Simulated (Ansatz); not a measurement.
# CdS (Hawleyite) (F-43m) in Ansatz: further runs

The runs below take CdS (Hawleyite) through relaxation of cell and atoms, single point, with RPBE+D3(BJ), PBE+D3(BJ), PBE.

All numbers are computed with Ansatz 0.2.0; they aren't measurements. Logs are shortened: lines on timing, memory, paths and dates and some standing lists are left out, and cuts for length are marked.

## Step 1: The crystal as given

Symmetry: F-43m, No. 216, cubic system. Conventional cell: a = 5.833 Å, b = 5.833 Å, c = 5.833 Å, α = 90.00°, β = 90.00°, γ = 90.00°. Cd (site symmetry -43m) has 4 S at 2.53 Å as nearest neighbours. S (site symmetry -43m) has 4 Cd at 2.53 Å as nearest neighbours.

## Step 2: Relaxation of cell and atoms, RPBE+D3(BJ)

Contents of input.yaml:

```yaml
crystal:
  lattice:
    - [0.0, 2.9165, 2.9165]
    - [2.9165, 0.0, 2.9165]
    - [2.9165, 2.9165, 0.0]
  atoms:
    - { symbol: Cd, position: [0.0, 0.0, 0.0] }
    - { symbol: S, position: [0.75, 0.75, 0.75] }
kpoints:
  mp_grid: { grid: [8, 8, 8] }
scf:
  occupations: { method: fermi_dirac, width: 0.05 }
hamiltonian:
  xc: rpbe
  dispersion: d3bj
  pseudopotentials: { kind: all_electron, lapw: { basis_error: 0.001 } }
output:
  forces: true
  stress: true
relax:
  f_tol: 0.01
  max_steps: 60
  cell: {}
```

Potentials or basis: all-electron LAPW, scalar-relativistic.

Command:

```
$ ansatz run input.yaml --threads 1 --pin off --max-ram 3072MiB --backend cpu --events-out ev --progress --plain --runs-dir out
```

Standard output:

```text
Warning: RAYON_NUM_THREADS=1 ignored (pool sized by the plan → 1); use --threads N
The last accepted step is kept in <dir> (removed where the run ends without a failure and the disk answers)
LAPW: plane waves up to 8.331 Å⁻¹, error target 1.0e-3 eV per atom; small_component_spin mean_spin; S in spheres of 1.062 Å, 14 of its electrons in bands, Dirac shells []; Cd in spheres of 1.388 Å, 20 of its electrons in bands, Dirac shells [] (how accurate: hamiltonian.pseudopotentials.lapw.basis_error, Limitations)
Engine: ansatz 0.2.0, aarch64-unknown-linux-gnu
Pseudopotentials: kind: all_electron
Pseudopotential: Cd, LAPW, valence charge 20, lapw/all_electron/scalar/gaussian/Cd, Koelling and Harmon's equation, gaussian nucleus
Pseudopotential: S, LAPW, valence charge 14, lapw/all_electron/scalar/gaussian/S, Koelling and Harmon's equation, gaussian nucleus
Functional definition: RPBE
  parameter kappa = 0.804
  parameter beta = 0.06672455060314922
  exchange = rpbe_x(kappa = kappa, mu = beta*pi^2/3)
  correlation = pbe_c(beta = beta)
Crystal: 2 atoms, lattice volume = 49.615 Å³
Basis set: ecut = 264.4248615005256 eV, 531 PW (Γ), exchange–correlation at level 2
Bands: 21, of which v1, the nominal top of the filled ones, is band 17 counted from 1 (16 counted from 0)
Symmetry: 24 space group operations
Space group: F-43m (ITA 216), of the structure as read, at distance tolerance 3.7e-5 Å
k-points: 29 of 512 (time reversal used)
Non-local potential: Cd, projectors of the file, none
Non-local potential: S, projectors of the file, none
Initial density: superposition of atomic densities (chi_scale 0.1, normalization cell, long waves kept (reshape's long-wave potential 0.00 eV rms))
Initial wavefunctions: plane waves of lowest kinetic energy (no species holds an atomic orbital)
Functional: x = rpbe, c = pbe(β = 0.06672455060314922)
iter 1 solved again at ethr=4.76e-3 eV; its pass at ethr=1.00e-1 eV (dr2=1.62e0 eV) is discarded
SCF iter   1: F=—  HF=-163114.027143 eV  |F-HF|=—  |Δ(HF+E_count)|=         —  Δρ=3.98e-2  dr2=1.62e0  ethr=4.76e-3  ⟨swp⟩=2.0  Hψ=4196  notcnv=0
preconditioner: auto → none  [insulator: Δε(μ)=1.880 eV  Ē_g=12.048 eV  σ=0.050 eV  W_gap=1.00  n_scr=14 (ndim 8)  ℏωp=22.4 eV  f_vac=0.141  D(μ)=0.00/eV (n_scr^D=0)  ε∞_Penn≈4.4]
iter 2 solved again at ethr=1.63e-4 eV; its pass at ethr=4.76e-3 eV (dr2=5.54e-2 eV) is discarded
SCF iter   2: F=—  HF=-163113.514627 eV  |F-HF|=—  |Δ(HF+E_count)|=   5.13e-1  Δρ=1.20e-2  dr2=5.54e-2  ethr=1.63e-4  ⟨swp⟩=2.0  Hψ=3200  notcnv=0
SCF iter   3: F=—  HF=-163113.466561 eV  |F-HF|=—  |Δ(HF+E_count)|=   4.81e-2  Δρ=5.78e-3  dr2=1.44e-2  ethr=1.63e-4  ⟨swp⟩=3.0  Hψ=1849  notcnv=0
SCF iter   4: F=—  HF=-163113.470139 eV  |F-HF|=—  |Δ(HF+E_count)|=         —  Δρ=1.48e-3  dr2=9.85e-4  ethr=4.23e-5  ⟨swp⟩=2.3  Hψ=1778  notcnv=0
the basis was enlarged: its passes take 81.4 KiB over the memory plan, 1 of 1 planned eigensolver slots
SCF iter   5: F=—  HF=-163113.470215 eV  |F-HF|=—  |Δ(HF+E_count)|=   7.59e-5  Δρ=2.44e-4  dr2=2.65e-5  ethr=2.90e-6  ⟨swp⟩=3.0  Hψ=1726  notcnv=0
SCF iter   6: F=—  HF=-163113.470292 eV  |F-HF|=—  |Δ(HF+E_count)|=   7.73e-5  Δρ=4.77e-5  dr2=1.14e-6  ethr=7.81e-8  ⟨swp⟩=3.0  Hψ=1857  notcnv=0
SCF iter   7: F=-163113.470298 eV  HF=-163113.470298 eV  |F-HF|=7.25e-8  |Δ(HF+E_count)|=   5.63e-6  Δρ=6.04e-6  dr2=1.76e-8  ethr=3.36e-9  ⟨swp⟩=3.0  Hψ=1884  notcnv=0
SCF 1 converged in 7 iterations: F = -163113.470298 eV  dr2 = 1.76e-8
relax step   1: F+E_penalty+E_count = -163113.47029773 eV  Δ(F+E_penalty+E_count) = +0.000e0 eV  max|allowed force component| = 1.203e-16 eV/Å  Δτ_max = 0.0000 Å  P = -3.687 GPa  Ω = 49.615 Å³  (7 SCF iters, accepted)
Crystal: 2 atoms, lattice volume = 46.745 Å³
Basis set: ecut = 275.1433224351704 eV, 531 PW (Γ), exchange–correlation at level 2
Initial density: handed on by an earlier stage of this run
Initial wavefunctions: those handed on with the density
iter 1 solved again at ethr=1.99e-6 eV; its pass at ethr=1.00e-1 eV (dr2=6.78e-4 eV) is discarded
SCF iter   1: F=—  HF=-163113.506038 eV  |F-HF|=—  |Δ(HF+E_count)|=         —  Δρ=8.48e-4  dr2=6.59e-4  ethr=1.99e-6  ⟨swp⟩=4.0  Hψ=3270  notcnv=0
preconditioner: auto → none  [insulator: Δε(μ)=1.437 eV  Ē_g=12.754 eV  σ=0.050 eV  W_gap=1.00  n_scr=14 (ndim 8)  ℏωp=23.0 eV  f_vac=0.180  D(μ)=0.00/eV (n_scr^D=0)  ε∞_Penn≈4.3]
iter 2 solved again at ethr=1.89e-7 eV; its pass at ethr=1.94e-6 eV (dr2=6.41e-5 eV) is discarded
SCF iter   2: F=—  HF=-163113.505990 eV  |F-HF|=—  |Δ(HF+E_count)|=   4.75e-5  Δρ=3.09e-4  dr2=6.43e-5  ethr=1.89e-7  ⟨swp⟩=2.0  Hψ=2903  notcnv=0
SCF iter   3: F=—  HF=-163113.506026 eV  |F-HF|=—  |Δ(HF+E_count)|=   3.62e-5  Δρ=1.57e-4  dr2=1.96e-5  ethr=1.89e-7  ⟨swp⟩=3.0  Hψ=1738  notcnv=0
SCF iter   4: F=—  HF=-163113.506041 eV  |F-HF|=—  |Δ(HF+E_count)|=   1.49e-5  Δρ=3.28e-5  dr2=4.58e-7  ethr=5.76e-8  ⟨swp⟩=3.0  Hψ=1752  notcnv=0
SCF iter   5: F=—  HF=-163113.506043 eV  |F-HF|=—  |Δ(HF+E_count)|=   1.44e-6  Δρ=1.33e-5  dr2=1.05e-7  ethr=1.35e-9  ⟨swp⟩=3.0  Hψ=1842  notcnv=0
SCF iter   6: F=-163113.506043 eV  HF=-163113.506043 eV  |F-HF|=1.90e-8  |Δ(HF+E_count)|=   4.66e-7  Δρ=2.58e-6  dr2=3.60e-9  ethr=3.10e-10  ⟨swp⟩=3.0  Hψ=1880  notcnv=0
SCF 2 converged in 6 iterations: F = -163113.506043 eV  dr2 = 3.60e-9
relax step   2: F+E_penalty+E_count = -163113.50604315 eV  Δ(F+E_penalty+E_count) = -3.575e-2 eV  max|allowed force component| = 7.864e-17 eV/Å  Δτ_max = 0.0000 Å  P = -0.107 GPa  Ω = 46.745 Å³  (6 SCF iters, accepted)
Crystal: 2 atoms, lattice volume = 46.664 Å³
Basis set: ecut = 275.45927316665745 eV, 531 PW (Γ), exchange–correlation at level 2
iter 1 solved again at ethr=2.50e-9 eV; its pass at ethr=1.00e-1 eV (dr2=8.51e-7 eV) is discarded
SCF iter   1: F=—  HF=-163113.506067 eV  |F-HF|=—  |Δ(HF+E_count)|=         —  Δρ=2.25e-5  dr2=4.47e-7  ethr=2.50e-9  ⟨swp⟩=5.0  Hψ=3303  notcnv=0
preconditioner: auto → none  [insulator: Δε(μ)=1.458 eV  Ē_g=12.759 eV  σ=0.050 eV  W_gap=1.00  n_scr=14 (ndim 8)  ℏωp=23.1 eV  f_vac=0.185  D(μ)=0.00/eV (n_scr^D=0)  ε∞_Penn≈4.3]
SCF iter   2: F=-163113.506067 eV  HF=-163113.506067 eV  |F-HF|=7.34e-8  |Δ(HF+E_count)|=   1.03e-7  Δρ=9.06e-6  dr2=5.97e-8  ethr=1.31e-9  ⟨swp⟩=2.9  Hψ=1686  notcnv=0
SCF 3 converged in 2 iterations: F = -163113.506067 eV  dr2 = 5.97e-8
relax step   3: F+E_penalty+E_count = -163113.50606714 eV  Δ(F+E_penalty+E_count) = -2.399e-5 eV  max|allowed force component| = 6.939e-17 eV/Å  Δτ_max = 0.0000 Å  P = +0.011 GPa  Ω = 46.664 Å³  (2 SCF iters, accepted)
iter 1 solved again at ethr=1.76e-10 eV; its pass at ethr=1.00e-1 eV (dr2=5.98e-8 eV) is discarded
SCF iter   1: F=—  HF=-163113.506069 eV  |F-HF|=—  |Δ(HF+E_count)|=         —  Δρ=9.07e-6  dr2=5.98e-8  ethr=1.76e-10  ⟨swp⟩=3.3  Hψ=2928  notcnv=0
preconditioner: auto → none  [insulator: Δε(μ)=1.459 eV  Ē_g=12.759 eV  σ=0.050 eV  W_gap=1.00  n_scr=14 (ndim 8)  ℏωp=23.1 eV  f_vac=0.185  D(μ)=0.00/eV (n_scr^D=0)  ε∞_Penn≈4.3]
SCF iter   2: F=-163113.506069 eV  HF=-163113.506069 eV  |F-HF|=3.60e-8  |Δ(HF+E_count)|=   8.66e-8  Δρ=5.15e-6  dr2=1.99e-8  ethr=1.76e-10  ⟨swp⟩=3.0  Hψ=1731  notcnv=0
SCF 4 converged in 2 iterations: F = -163113.506069 eV  dr2 = 1.99e-8
relax step   4: F+E_penalty+E_count = -163113.50606871 eV  Δ(F+E_penalty+E_count) = -1.572e-6 eV  max|allowed force component| = 7.401e-17 eV/Å  Δτ_max = 0.0000 Å  P = +0.012 GPa  Ω = 46.664 Å³  stress off target by 1.16e-2 GPa  SCF on the basis re-selected at this cell (its energy is not comparable with the rows above)  (2 SCF iters)
basis re-selected at this cell: Δ(F+E_penalty+E_count) = -1.572e-6 eV, ΔP = +0.000 GPa vs the last step (what re-selecting the basis moved, after the strain that the cell walked since its last selection, with what the two solves' SCF thresholds leave and, on support functions, any second-order correction that the steps lacked; it is no measure of the basis error at this ecutwfc). This SCF's stress stands 1.16e-2 GPa from its target on what of the cell is left free (relax.cell.stress_tol is 5.00e-2 GPa) and its largest allowed force component is 7.40e-17 eV/Å (relax.f_tol is 1.00e-2 eV/Å): within both
SCF converged after 2 iterations
Free energy (F): -163113.506069 eV
Harris-Foulkes:  -163113.506069 eV  (|F-HF|=3.60e-8)
Internal energy: -163113.506069 eV  (E = F + TS)
E sigma→0 (E₀):  -163113.506069 eV
Fermi energy:    9.580908 eV
--- Per-component energies (eV) ---
  E_band       = -1696.428726
  E_kinetic    = 170408.574077
  E_xc         = -4921.493298
  E_electrostatic = -328598.087839  (all electrons and nuclei)
  E_disp       = -2.499009  (pairwise vdW)
  E_smearing   = -0.000000  (= −TS)
  E_closure    = 0.000000  (closes the sum)
  E_atoms      = -163105.684956  (free atoms, spherical and without spin; not in F)
  Σ components = -163113.506069   (vs F -163113.506069, Δ=0.00e0)
  Basis errors (estimates in eV, not in F): energy 4.9e-4 per atom: plane waves 4.5e-4 (2.6e-4 summed), levels above the bands 3.3e-53, relativity 8.3e-8, radial functions 4.1e-5, core shells 9.1e-7; eigenvalues (radial functions only) 6.0e-7; not estimated: angular momenta, meshes, grids; target (lapw.basis_error) 1.0e-3; muffin-tin radii S 1.041 Å, Cd 1.360 Å
--- Forces (eV/Å), atoms counted from 1 ---
  atom   1  Cd     0.00000000     0.00000000    -0.00000000
  atom   2  S     -0.00000000    -0.00000000     0.00000000
  max |Σ_I F_I| component: 9.25e-18 eV/Å
--- Stress (GPa, compression-positive) ---
        0.011614      -0.000000      -0.000000
       -0.000000       0.011614       0.000000
       -0.000000       0.000000       0.011614
  P = ⅓ Tr σ = 0.0116 GPa (0.116 kbar)
--- Relaxed structure (3 steps of the walk, 3 accepted, 1 SCFs on fresh bases) ---
  F+E_penalty+E_count = -163113.50606871 eV   max|allowed force component| = 7.401e-17 eV/Å   (the final SCF, on the basis selected at the relaxed cell)
  cell:  # Å, volume = 46.6641 Å³
    - [-2.3239673381284727e-33, 2.8574880637021587, 2.8574880637021587]
    - [2.8574880637021587, 7.978237990882298e-33, 2.8574880637021587]
    - [2.8574880637021587, 2.8574880637021587, -1.592303760279871e-34]
  atoms:
    - { symbol: Cd, position: [-1.1831388594869868e-33, 1.6563944032817814e-33, 9.630200019080123e-34] }
    - { symbol: S, position: [0.7500000000000001, 0.7500000000000001, 0.7500000000000001] }
```

It took 22 s on 1 thread of Arm Neoverse V2, shared host; peak memory 0.29 GiB.

Results:

| Property | Result |
| --- | --- |
| Free energy | -163113.5061 eV |
| Relaxed volume | 23.33 Å³/atom |
| Relaxed cell | a = 4.041 Å, b = 4.041 Å, c = 4.041 Å, α = 60.00°, β = 60.00°, γ = 60.00° |
| Space group after relaxing (to 0.05 Å) | F-43m (No. 216) |
| Energy gained by relaxing | 17.9 meV/atom |
| Ionic steps | 4 |
| Pressure after relaxing | 0.0 GPa |
| Band gap on the k mesh | 1.46 eV |

The path:
| step | energy change (eV) | largest force (eV/Å) | volume (Å³) |
| --- | --- | --- | --- |
| 1 | 0.0000 | 0.0000 | 49.62 |
| 2 | -0.0357 | 0.0000 | 46.74 |
| 3 | -0.0358 | 0.0000 | 46.66 |
| 4 | -0.0358 | 0.0000 | 46.66 |

Final structure:
```xyz
2
Lattice="0.0000 2.8575 2.8575 2.8575 0.0000 2.8575 2.8575 2.8575 0.0000" Properties=species:S:1:pos:R:3 pbc="T T T"
Cd    0.0000    0.0000    0.0000
S     4.2862    4.2862    4.2862
```

(Continued in part 2 of 2.)
